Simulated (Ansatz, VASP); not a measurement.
Sc: VASP beside Ansatz

```
Sc
1.0
     0.00000    2.07897    2.07897
     2.07897    0.00000    2.07897
     2.07897    2.07897    0.00000
Sc
1
Direct
  0.00000 0.00000 0.00000
```

This isn't the form of Sc at room conditions, which is hcp.

Alike in both runs: task single point; functional LDA; k mesh 15 × 15 × 15; occupations tetrahedron; no spin polarisation.

```csv
,VASP,Ansatz
version,VASP 6.6.1,Ansatz 0.2.0
potentials or method,"VASP PAW LDA potentials, release 64 (Sc_sv)","PAW with Ansatz's default frozen-core files, scalar-relativistic"
plane-wave cutoff (eV),520,420
valence electrons in the cell,11,11
```

|  | VASP | Ansatz | Ansatz less VASP |
| --- | --- | --- | --- |
| gap on the k mesh at the Fermi level (eV) | none | none | - |
| pressure (GPa) | 18.2 | 17.9 | -0.23 |

A gap of «none» marks a metal or a gap that the smearing closes. Ansatz warned: «band_table_not_solved_further».

Caveats: so large a pressure means that the cell lies far from this level's equilibrium, or that cutoff or potentials fall short (VASP); tetrahedron occupations give inexact forces and stress in metals.
